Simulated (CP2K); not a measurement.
**SiC in CP2K: the effect of functional**

Crystal: SiC.

```
Si C
1.0
     3.07569    0.00000    0.00000
    -1.53785    2.66363    0.00000
     0.00000    0.00000   10.07065
Si C
4 4
Direct
  0.00000 0.00000 0.18789
  0.00000 0.00000 0.68789
  0.33333 0.66667 0.43784
  0.66667 0.33333 0.93784
  0.00000 0.00000 0.00046
  0.00000 0.00000 0.50046
  0.33333 0.66667 0.24980
  0.66667 0.33333 0.74980
```

The cell is a database's computed one.

Alike in all runs:

- Program: CP2K 2026.2
- Task: atomic charges
- Potentials or basis: POTENTIAL_UZH Si GTH-PBE-q4, C GTH-PBE-q4; DZVP-MOLOPT-PBE-GTH basis
- Density cutoff: 9184 eV
- k mesh: 8 × 8 × 2
- Occupations: fermi-dirac, width 0.05 eV
- Spin: no spin polarisation

```tsv
functional	gap on the mesh (eV)	pressure (GPa)
LDA	2.33	2.3
PBEsol	2.34	2.2
HLE16	3.14	-37.0
OLYP	2.59	-1.4
AM05	2.33	2.3
TPSS	?	?
```

What does the run with functional TPSS give?

gap on the mesh 2.61 eV; pressure 2.0 GPa.

Caveats: the potentials were made for another functional, which shifts forces and pressure; the basis of atomic orbitals isn't converged, which shifts pressures, moduli and gaps; the potentials were made for a functional far from this one (some runs); the cell as given lies far from equilibrium (some runs).

A k mesh can miss the band edges.

Runs at the PBE level aren't shown here.
